**Question.** I am looking at a calculation in which a silicon carbide crystal is pulled apart rigidly across one plane. The traction climbs steeply, passes a maximum and dies away within a few ångströms. SiC is stiff and brittle, so I pictured the bonds as springs that hold until they snap. A colleague says that the crystal weakens because its band gap closes as the bonds break. Is either of us right, and can the height of the maximum be understood without repeating the calculation?

Rigid separation of wurtzite SiC (a = 3.092, c = 5.074 Å) across the (100) plane, one cut per 16-atom cell, atoms unrelaxed. Ansatz 0.2.0, PBE density functional theory, plane-wave PAW, scalar-relativistic, no spin polarisation; cutoff 420 eV, 9×5×3 k mesh, Gaussian smearing 0.05 eV. Energies are free energies relative to the closed crystal, per area of cut.

| opening (Å) | separation energy (mJ/m²) | traction (GPa (slope of the separation energy)) | gap on mesh (eV) |
| --- | --- | --- | --- |
| -0.3 | 1996 | -164.6 | 2.151 |
| -0.15 | 396 | -58.72 | 2.240 |
| 0 | 0 | -0.04 | 2.308 |
| 0.25 | 620 | 41.45 | 2.336 |
| 0.5 | 1808 | 50.3 | 1.708 |
| 0.75 | 3032 | 46.38 | 1.089 |
| 1 | 4083 | 37.04 | 0.642 |
| 1.5 | 5351 | 14.8 | 0.383 |
| 2 | 5800 | 4.98 | 0.427 |
| 3 | 6008 | 0.67 | 0.489 |
| 4.5 | 6047 | 0.08 | 0.532 |
| 6 | 6052 | 0.01 | 0.531 |

**Answer.** Start with what is being pulled. The cut runs along the (100) plane, which contains the hexagonal axis of the wurtzite structure, and each new face holds both Si and C. The halves move apart along the normal of this plane, at right angles to the hexagonal axis. The closed crystal has space group P6_3mc; all compressed and opened rows have a lower symmetry. The opening $x$ is the extra distance between the two halves, which keep their atoms fixed in place. The separation energy is the work done so far per area of cut, and the traction $T$ is its slope, the pull needed to hold the halves at that opening.

Two limits frame the problem. Near the closed crystal the pull must grow in proportion to the opening, $T = kx$, with a stiffness $k$. Far apart the halves no longer feel each other, so the pull must vanish and the energy must level off at a final value $W$. Here $W$ is 6052 mJ/m², the cost of two unrelaxed surfaces.

Your spring respects the first limit and meets the second only by snapping. If it kept its initial stiffness until all of $W$ was spent, it would store $W = T^2/2k$ and snap at $T = \sqrt{2kW}$. That gives 185 GPa, while the largest traction in the table is 50.3 GPa, at an opening of 0.5 Å. The bonds must therefore soften long before they are broken, and most of the work is done while they are already yielding.

Your colleague offers a reason for the softening, and the order of events can test it. At 0.25 Å the traction per ångström of opening has dropped to 58 % of the initial stiffness, yet the gap on the mesh is 2.336 eV, slightly wider than the 2.308 eV of the closed crystal. PBE tends to make gaps too small, but this test needs only their trend. A finer mesh of k points might find a smaller gap in an opened crystal. The softening, however, is already under way in the compressed rows, where there is no new surface and the gap is widening.

The far end tells the same story. Beyond 1.5 Å the gap recovers by about 0.15 eV, while the pull goes on fading to nothing. A likely reason for the reduced gap is that the cut bonds leave dangling-bond states inside it, although no orbitals are available here to confirm this. The smaller gap is better read as a companion of bond breaking than as the cause of the softening.

What remains is the reach of the bond itself. A covalent bond lives on the overlap of electron clouds from the two sides, and the tails of these clouds fade roughly exponentially with distance. In the closed crystal attraction and repulsion balance. Repulsion has the shorter reach, so a small opening weakens it more than the attraction and leaves a net pull. Every further step, however, also weakens the overlap that does the attracting. A simple law that contains both effects is

$$T = k\,x\,e^{-x/L},$$

where $L$ is the distance over which the bonding fades. This form, known as the universal binding curve, is a physically motivated choice, not a result derived from the electronic structure.

Adding up the work from zero to large opening gives $W = kL^2$. The pull is greatest at $x = L$, where the growing imbalance and the fading overlap just offset each other:

$$T_{\max} = \frac{kL}{e} = \frac{\sqrt{kW}}{e}.$$

So the maximum follows from two quantities, how stiffly the closed crystal resists this opening and how much its complete separation costs. The stiffness $k$ belongs to the one gap that is cut, with the atoms of each half held fixed, so it is not the elastic modulus of the crystal.

For the estimate, the tractions per ångström of opening at −0.15 and 0.25 Å, interpolated to zero opening along the exponential of the formula, give $k$ = 284 GPa/Å. The last row gives $W$, which is 60.5 GPa·Å because 1 GPa·Å equals 100 mJ/m². Then

$$L = \sqrt{60.5/284}\ \text{Å} \approx 0.46\ \text{Å}, \qquad T_{\max} \approx \frac{284 \times 0.46}{2.72}\ \text{GPa} \approx 48\ \text{GPa}.$$

This is about 4 % below the largest sampled traction, whose row was not used as input. The table has points only every 0.25 Å in this region, so the true maximum may lie between them and be a little higher.

The same idea can be turned round. The rate at which the bonds soften between −0.15 and 0.25 Å gives $L$ without using the final energy, and $kL^2$ then gives $W$ to within 2 %. The wider pair of rows at −0.3 and 0.5 Å overshoots it by 7 %, so the closer agreement should not be taken as the accuracy of the method. Still, the first few tenths of an ångström already carry a fair estimate of what complete separation will cost.

The model is weakest in the middle of the separation. At 1 Å the computed pull is 37 GPa and the formula gives 33 GPa; at 2 Å the computed pull is 5 GPa and the formula gives 7 GPa. The computed bonds hold on longer and then let go faster than a single fading length allows. As a result the model energy is too low by up to 5 % of $W$, worst at 1.5 Å.

The table does not settle why. One suspect is the lack of spin polarisation, which can make half-broken bonds too costly by forcing all electrons into pairs. It is not a strong suspect here: the gap on the mesh stays open in every row, and each face holds both elements, so electrons from the broken bonds are expected to pair up on carbon anyway. A spin-polarised run at the same openings would test it. The simple formula may also just be too simple. A Morse curve, another formula for a bond, does somewhat worse when given the same $k$ and $W$, with a largest energy error of 8 % of $W$. The numbers thus favour a bond that softens over a short distance, but they do not prove that overlap alone sets the exact curve.

For practical use, read 50 GPa as the ideal stress for separating two perfect, rigid halves all at once with this density functional. It is not the strength of a ceramic part, where cracks start at flaws and concentrate the load. Letting the surface atoms relax would also lower the final energy. To judge another plane or a similar crystal, ask for both stiffness and separation energy: in this model, a plane cut by twice as many equal bonds per area, at the same tilt to the plane, doubles both, and so doubles the peak stress while leaving $L$ unchanged.

The printed output below compares the formula and the Morse curve with every row.

Printed output of the fit:

```
Universal curve and Morse curve against the calculation:
    row  traction per opening in % of first stiffness  energy in % of last row  universal energy mJ/m2  universal miss mJ/m2  Morse miss mJ/m2  universal traction GPa  traction miss GPa
   -0.3                                         193.4                    32.98                    1991                -5.468             60.17                  -162.9              1.685
  -0.15                                           138                    6.543                   397.4                 1.379             7.239                  -58.87            -0.1509
    0.0                                           100                        0                       0                     0                 0                       0               0.04
   0.25                                         58.45                    10.24                   623.1                 3.078             -8.05                   41.27             -0.177
    0.5                                         35.47                    29.87                    1783                -25.43            -76.69                   48.04             -2.255
   0.75                                          21.8                     50.1                    2921                -110.8            -210.7                   41.95             -4.435
    1.0                                         13.06                    67.47                    3854                -229.1            -366.5                   32.55             -4.489
    1.5                                         3.479                    88.42                    5053                -298.3            -455.8                   16.54              1.741
    2.0                                        0.8779                    95.84                    5627                -172.8            -301.3                   7.471              2.491
    3.0                                       0.07874                    99.27                    5983                -24.55            -77.97                   1.286             0.6161
    4.5                                      0.006268                    99.92                    6048                  1.18            -7.331                   0.075          -0.005001
    6.0                                     0.0005876                      100                    6052               -0.1934            -1.241                0.003888          -0.006112
First stiffness interpolated to the closed crystal (GPa/Å): 283.6
Length L from first stiffness and final energy (Å): 0.4619
Length L from softening between -0.15 and 0.25 Å (Å): 0.4656
Final energy foretold from rows -0.15 and 0.25 (mJ/m²): 6149
Its error (%): 1.6
Final energy foretold from rows -0.3 and 0.5 (mJ/m²): 6459
Error of that wider pair (%): 6.733
Peak traction of the universal curve (GPa): 48.2
Universal peak less largest sampled traction (%): -4.176
Snapping stress of the unsoftened spring (GPa): 185.3
Spring stress over largest sampled traction (ratio): 3.684
Opening at which the spring would snap (Å): 0.6532
Largest universal energy miss (% of final energy): 4.929
Largest Morse energy miss (% of final energy): 7.532
Gap change from 0 to 0.25 Å (eV): 0.028
Gap left at 0.5 Å (% of closed crystal): 74
Gap regained from 1.5 to 6 Å (eV): 0.148
Energy of one unrelaxed surface (mJ/m²): 3026
Final energy per cut Si-C bond (eV): 2.963
```
